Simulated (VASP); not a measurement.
# BN (P6_3/mmc) in VASP: Born charges and dielectric tensor with LDA

Aim: the Born charges and dielectric tensor of BN with LDA.

Everything below comes from runs of VASP 6.6.1. Logs are shortened: lines on timing, memory, paths and dates and some standing lists are left out, and cuts for length are marked.

### Step 1. The structure

Symmetry: P6_3/mmc, No. 194, hexagonal system. The conventional cell has a = 2.491 Å, b = 2.491 Å, c = 6.461 Å, α = 90.00°, β = 90.00°, γ = 120.00°. B (site symmetry -6m2) has 3 N at 1.44 Å as nearest neighbours. Around N (site symmetry -6m2) lie 3 B at 1.44 Å.

### Step 2. Born charges and dielectric tensor, LDA

INCAR

```
PREC = Accurate ; ENCUT = 520
EDIFF = 1E-8 ; ISMEAR = 0
SIGMA = 0.02 ; LREAL = False
LASPH = True ; NELM = 100
ALGO = Normal ; ISIF = 2
LWAVE = False ; LCHARG = False
LEPSILON = True ; IBRION = 8
NSW = 1 ; KPAR = 4
```

KPOINTS

```
Automatic mesh
0
Gamma
  15 15 6
```

POSCAR

```
BN                                      
1.0
    2.4906788061      0.0000000000      0.0000000000
   -1.2453394031      2.1569911140      0.0000000000
    0.0000000000      0.0000000000      6.4610036984
  B               N             
     2     2
Direct
     0.3333333300000021    0.6666666699999979    0.2500000000000000
     0.6666666699999979    0.3333333300000021    0.7500000000000000
     0.3333333300000021    0.6666666699999979    0.7500000000000000
     0.6666666699999979    0.3333333300000021    0.2500000000000000
```

Potentials or basis: VASP PAW LDA potentials, release 64 (B, N).

Run with:

```bash
> cat potpaw_LDA.64/B/POTCAR potpaw_LDA.64/N/POTCAR > POTCAR
> mpirun -np 4 vasp_std > vasp.out
```

OUTCAR:

```text
PREC = Accurate
   ENCUT = 520
   EDIFF = 1E-8
   ISMEAR = 0
   LREAL = False
   LASPH = True
   NELM = 100
   ISIF = 2
   LEPSILON = True
   IBRION = 8
   NSW = 1

 ion  position               nearest neighbor table
   1  0.333  0.667  0.250-   4 1.44   4 1.44   4 1.44
   2  0.667  0.333  0.750-   3 1.44   3 1.44   3 1.44
   3  0.333  0.667  0.750-   2 1.44   2 1.44   2 1.44
   4  0.667  0.333  0.250-   1 1.44   1 1.44   1 1.44

  LATTYP: Found a hexagonal cell.
 ALAT       =     2.4906788061
 C/A-ratio  =     2.5940734239

  Lattice vectors:

 A1 = (   2.4906788061,   0.0000000000,   0.0000000000)
 A2 = (  -1.2453394031,   2.1569911140,   0.0000000000)
 A3 = (   0.0000000000,   0.0000000000,   6.4610036984)

Analysis of symmetry for initial positions (statically):
=====================================================================
 Subroutine PRICEL returns:
 Original cell was already a primitive cell.

 Routine SETGRP: Setting up the symmetry group for a
 hexagonal supercell.

 Subroutine GETGRP returns: Found 24 space group operations
 (whereof 12 operations were pure point group operations)
 out of a pool of 24 trial point group operations.

The static configuration has the point symmetry D_3d.
 The point group associated with its full space group is D_6h.

Analysis of symmetry for dynamics (positions and initial velocities):
=====================================================================
 Subroutine PRICEL returns:
 Original cell was already a primitive cell.

 Routine SETGRP: Setting up the symmetry group for a
 hexagonal supercell.

 Subroutine GETGRP returns: Found 24 space group operations
 (whereof 12 operations were pure point group operations)
 out of a pool of 24 trial point group operations.

The dynamic configuration has the point symmetry D_3d.
 The point group associated with its full space group is D_6h.

 Subroutine INISYM returns: Found 24 space group operations
 (whereof 12 operations are pure point group operations),
 and found     1 'primitive' translations

----------------------------------------------------------------------------------------

                                     Primitive cell

  volume of cell :      34.7109

  direct lattice vectors                    reciprocal lattice vectors
     2.490678806  0.000000000  0.000000000     0.401496972  0.231804386  0.000000000
    -1.245339403  2.156991114  0.000000000     0.000000000  0.463608771  0.000000000
     0.000000000  0.000000000  6.461003698     0.000000000  0.000000000  0.154774714

  length of vectors
     2.490678806  2.490678802  6.461003698     0.463608771  0.463608771  0.154774714

  position of ions in fractional coordinates (direct lattice)
     0.333333330  0.666666670  0.250000000
     0.666666670  0.333333330  0.750000000
     0.333333330  0.666666670  0.750000000
     0.666666670  0.333333330  0.250000000

  ion indices of the primitive-cell ions
   primitive index   ion index
                 1           1
                 2           2
                 3           3
                 4           4

----------------------------------------------------------------------------------------

 KPOINTS: Automatic mesh

Automatic generation of k-mesh.
 Grid dimensions read from file:
 generate k-points for:   15   15    6

 Generating k-lattice:

  Cartesian coordinates                     Fractional coordinates (reciprocal lattice)
     0.026766465  0.015453626  0.000000000     0.066666667  0.000000000  0.000000000
     0.000000000  0.030907251  0.000000000     0.000000000  0.066666667  0.000000000
     0.000000000  0.000000000  0.025795786     0.000000000  0.000000000  0.166666667
[... 512 lines left out ...]
  free energy    TOTEN  =        -0.39393631 eV

  energy without entropy =       -0.39393631

------------------------ aborting loop because EDIFF is reached ----------------------------------------

--------------------------------------- Ionic step        2  -------------------------------------------

------------------------ aborting loop because EDIFF is reached ----------------------------------------

--------------------------------------- Ionic step        3  -------------------------------------------

------------------------ aborting loop because EDIFF is reached ----------------------------------------

 PIEZOELECTRIC TENSOR FIELD DIRECTION 3  (e Angst)
 -----------------------------------------------------------------------------
    -0.00045  0.00000  0.00000           ( -0.00000  0.00000  0.00000)
     0.00000 -0.00045  0.00000           (  0.00000 -0.00000  0.00000)
     0.00000  0.00000  0.00055           (  0.00000  0.00000 -0.00001)

 PIEZOELECTRIC TENSOR FIELD DIRECTION 3  (C/m^2)
 -----------------------------------------------------------------------------
    -0.00021  0.00000  0.00000
     0.00000 -0.00021  0.00000
     0.00000  0.00000  0.00026

[... ionic steps 4 to 9 ...]

--------------------------------------- Ionic step       10  -------------------------------------------

------------------------ aborting loop because EDIFF is reached ----------------------------------------

[... ionic steps 11 to 11 ...]

--------------------------------------- Ionic step       12  -------------------------------------------

 Free energy of the ion-electron system (eV)
  ---------------------------------------------------
  ---------------------------------------------------
  free energy    TOTEN  =        -0.26495041 eV

  energy without entropy =       -0.26495041

------------------------ aborting loop because EDIFF is reached ----------------------------------------

 INTERNAL STRAIN TENSOR  FOR ION    3  DIRECTION 3   (eV/Angst):
 -----------------------------------------------------------------------------
     0.00173  0.00000  0.00000
     0.00000  0.00173  0.00000
    -0.00000  0.00000 -0.00174

 MACROSCOPIC STATIC DIELECTRIC TENSOR (including local field effects in DFT)
 ------------------------------------------------------
           4.923563    -0.000000     0.000000
          -0.000000     4.923563    -0.000000
           0.000000     0.000000     2.886155
 ------------------------------------------------------

 PIEZOELECTRIC TENSOR (including local field effects)  for field in x, y, z        (e  Angst)
          XX          YY          ZZ          XY          YZ          ZX
  --------------------------------------------------------------------------------
  x     0.00000     0.00000     0.00000     0.00000     0.00000     0.00000
  y     0.00000     0.00000     0.00000     0.00000     0.00000     0.00000
  z     0.00000     0.00000     0.00000     0.00000     0.00000     0.00000

 PIEZOELECTRIC TENSOR (including local field effects)  for field in x, y, z        (C/m^2)
          XX          YY          ZZ          XY          YZ          ZX
  --------------------------------------------------------------------------------
  x     0.00000     0.00000     0.00000     0.00000     0.00000     0.00000
  y     0.00000     0.00000     0.00000     0.00000     0.00000     0.00000
  z     0.00000     0.00000     0.00000     0.00000     0.00000     0.00000

 BORN EFFECTIVE CHARGES (including local field effects) (in |e|, cummulative output)
 ---------------------------------------------------------------------------------
 ion    1
    1     2.70554    -0.00000     0.00000
    2    -0.00000     2.70554     0.00000
    3    -0.00000    -0.00000     0.82075
 ion    2
    1     2.70554    -0.00000     0.00000
    2    -0.00000     2.70554     0.00000
    3    -0.00000    -0.00000     0.82075
 ion    3
    1    -2.70554     0.00000     0.00000
    2     0.00000    -2.70554     0.00000
    3     0.00000    -0.00000    -0.82075
 ion    4
    1    -2.70554     0.00000     0.00000
    2     0.00000    -2.70554     0.00000
    3     0.00000    -0.00000    -0.82075

 INTERNAL STRAIN TENSOR FOR ION    4 for displacements in x,y,z  (eV/Angst):
          X           Y           Z          XY          YZ          ZX
  --------------------------------------------------------------------------------
  x    -0.00000     0.00000     0.00000    13.46315     0.00000     0.00000
  y    13.46315   -13.46315    -0.00000     0.00000     0.00000     0.00000
  z    -0.00000    -0.00000    -0.00000     0.00000     0.00000     0.00000

 SECOND DERIVATIVES (NOT SYMMETRIZED)
 ------------------------------------
               1X          1Y          1Z          2X          2Y          2Z          3X          3Y          3Z          4X          4Y          4Z
  1X   -42.634283    0.000000    0.000000    0.002298   -0.000000    0.000000    0.017368   -0.000000    0.000000   42.614617   -0.000000    0.000000
  1Y     0.000000  -42.634283    0.000000   -0.000000    0.002298    0.000000   -0.000000    0.017368    0.000000   -0.000000   42.614617    0.000000
  1Z     0.000000    0.000000  -13.742073   -0.000000    0.000000    1.126127    0.000000    0.000000   -0.934247   -0.000000    0.000000   13.550193
  2X     0.002298   -0.000000    0.000000  -42.634283    0.000000    0.000000   42.614617   -0.000000    0.000000    0.017368   -0.000000    0.000000
  2Y    -0.000000    0.002298    0.000000    0.000000  -42.634283    0.000000   -0.000000   42.614617    0.000000   -0.000000    0.017368    0.000000
  2Z    -0.000000    0.000000    1.126127    0.000000    0.000000  -13.742073   -0.000000    0.000000   13.550193    0.000000    0.000000   -0.934247
  3X     0.020193   -0.000000    0.000000   42.619584   -0.000000    0.000000  -42.711187    0.000000    0.000000    0.071410   -0.000000    0.000000
  3Y    -0.000000    0.020193    0.000000   -0.000000   42.619584    0.000000    0.000000  -42.711187    0.000000   -0.000000    0.071410    0.000000
  3Z    -0.000000    0.000000   -0.920084    0.000000    0.000000   13.542954    0.000000    0.000000  -13.959491    0.000000    0.000000    1.336622
  4X    42.619584   -0.000000    0.000000    0.020193   -0.000000    0.000000    0.071410   -0.000000    0.000000  -42.711187    0.000000    0.000000
  4Y    -0.000000   42.619584    0.000000   -0.000000    0.020193    0.000000   -0.000000    0.071410    0.000000    0.000000  -42.711187    0.000000
  4Z     0.000000    0.000000   13.542954   -0.000000    0.000000   -0.920084    0.000000    0.000000    1.336622    0.000000    0.000000  -13.959491

 Eigenvectors and eigenvalues of the dynamical matrix
 ----------------------------------------------------

   1 f  =   41.333844 THz   259.708201 2PiTHz 1378.748628 cm-1   170.942966 meV
             X         Y         Z           dx          dy          dz
     -0.000000  1.437994  1.615251    -0.530844    0.002794   -0.000000
      1.245339  0.718997  4.845753     0.530844   -0.002794   -0.000000
     -0.000000  1.437994  4.845753    -0.467109    0.002458   -0.000000
      1.245339  0.718997  1.615251     0.467109   -0.002458   -0.000000
[... 71 lines left out ...]
  12 f/i=    0.003059 THz     0.019217 2PiTHz    0.102022 cm-1     0.012649 meV
             X         Y         Z           dx          dy          dz
     -0.000000  1.437994  1.615251    -0.000000   -0.000000   -0.466825
      1.245339  0.718997  4.845753    -0.000000   -0.000000   -0.466825
     -0.000000  1.437994  4.845753    -0.000000   -0.000000   -0.531107
      1.245339  0.718997  1.615251    -0.000000   -0.000000   -0.531107

--------------------------------------------------------------------------------------------------------

 MACROSCOPIC STATIC DIELECTRIC TENSOR IONIC CONTRIBUTION
 ------------------------------------------------------
           1.790034    -0.000000     0.000000
          -0.000000     1.790034     0.000000
           0.000000     0.000000     0.556561
 ------------------------------------------------------

 ELASTIC MODULI CONTR FROM IONIC RELAXATION (kBar)
 Direction    XX          YY          ZZ          XY          YZ          ZX
 --------------------------------------------------------------------------------
 XX        -462.8462    462.8462      0.0000      0.0000      0.0000     -0.0000
 YY         462.8462   -462.8462     -0.0000      0.0000     -0.0000      0.0000
 ZZ           0.0000     -0.0000     -0.0000     -0.0000     -0.0000      0.0000
 XY           0.0000      0.0000     -0.0000   -462.8462      0.0000     -0.0000
 YZ           0.0000     -0.0000     -0.0000      0.0000     -0.0000      0.0000
 ZX          -0.0000      0.0000      0.0000     -0.0000      0.0000     -0.0000
 --------------------------------------------------------------------------------

 PIEZOELECTRIC TENSOR IONIC CONTR  for field in x, y, z        (C/m^2)
          XX          YY          ZZ          XY          YZ          ZX
  --------------------------------------------------------------------------------
  x    -0.00000     0.00000    -0.00000    -0.00000     0.00000    -0.00000
  y     0.00000    -0.00000    -0.00000    -0.00000     0.00000    -0.00000
  z    -0.00000     0.00000    -0.00000    -0.00000    -0.00000     0.00000
```

Run time: 3.4 min. Hardware: 4 MPI ranks of Intel Xeon Platinum 8488C (Sapphire Rapids), shared host; peak memory 0.5 GiB.

Results:

```
Band gap on the k mesh                                  : 4.06 eV, indirect (least direct gap 4.45 eV)
Electronic dielectric tensor (diagonal)                 : 4.92, 4.92, 2.89
Born charges (mean of the diagonal)                     : B +2.08; N -2.08 e
Highest phonon frequency at Γ, LO-TO splitting left out : 1379 cm⁻¹
```

Levels at points of the mesh, in eV from the valence-band top:
```csv
k point,band 5,band 6,band 7,band 8,band 9,band 10,band 11,band 12
"(0.00, 0.00, 0.00)",-1.37,-1.37,-1.32,-1.32,5.08,10.38,11.50,11.53
"(0.00, 0.00, 0.50)",-1.35,-1.35,-1.35,-1.35,7.68,7.68,11.58,11.58
```

Phonon frequencies in cm⁻¹ (negative: imaginary):
```csv
q point,frequencies
"(0.000, 0.000, 0.000)",0 0 0 49 49 115 750 811 1379 1379 1379 1379
```

Electronic dielectric tensor:
```
4.92 0.00 0.00
0.00 4.92 0.00
0.00 0.00 2.89
```

Born effective charge tensors (e):
atom 1, B
```
2.71 0.00 0.00
0.00 2.71 0.00
0.00 0.00 0.82
```
atom 2, B
```
2.71 0.00 0.00
0.00 2.71 0.00
0.00 0.00 0.82
```
atom 3, N
```
-2.71  0.00  0.00
 0.00 -2.71  0.00
 0.00  0.00 -0.82
```
atom 4, N
```
-2.71  0.00  0.00
 0.00 -2.71  0.00
 0.00  0.00 -0.82
```

Caveat: an odd mesh through Γ misses points on the zone boundary, where band edges often lie.
